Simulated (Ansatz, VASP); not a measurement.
Two plane-wave programs on BN

```xyz
2
Lattice="1.2777 0.7377 3.2422 -1.2777 0.7377 3.2422 0.0000 -1.4753 3.2422" Properties=species:S:1:pos:R:3 pbc="T T T"
B     0.0000    0.0000    9.7521
N     0.0000    0.0000    3.2078
```

Alike in both runs: task single point; functional PBE; k mesh 12 × 12 × 12; occupations gaussian, width 0.02 eV; no spin polarisation.

|  | VASP | Ansatz |
| --- | --- | --- |
| version | VASP 6.6.1 | Ansatz 0.2.0 |
| potentials or method | VASP PAW PBE potentials, release 64 (B, N) | scalar-relativistic, plane waves, PAW |
| plane-wave cutoff (eV) | 520 | 420 |
| valence electrons in the cell | 8 | 8 |

```csv
,VASP,Ansatz,Ansatz less VASP
gap on the k mesh at the Fermi level (eV),4.13,4.14,+0.006
least direct gap on the mesh (eV),4.57,4.58,+0.002
pressure (GPa),-10.5,-10.6,-0.07
largest component of the traceless stress (GPa),13.18,13.36,+0.185
rms of the force components (eV/Å),0.410,0.409,-0.0008
```

Atom by atom the forces differ by 0.001 eV/Å (rms over components). With one functional, cell and mesh, what is left measures potentials, basis and numerics.

A k mesh can miss the band edges.
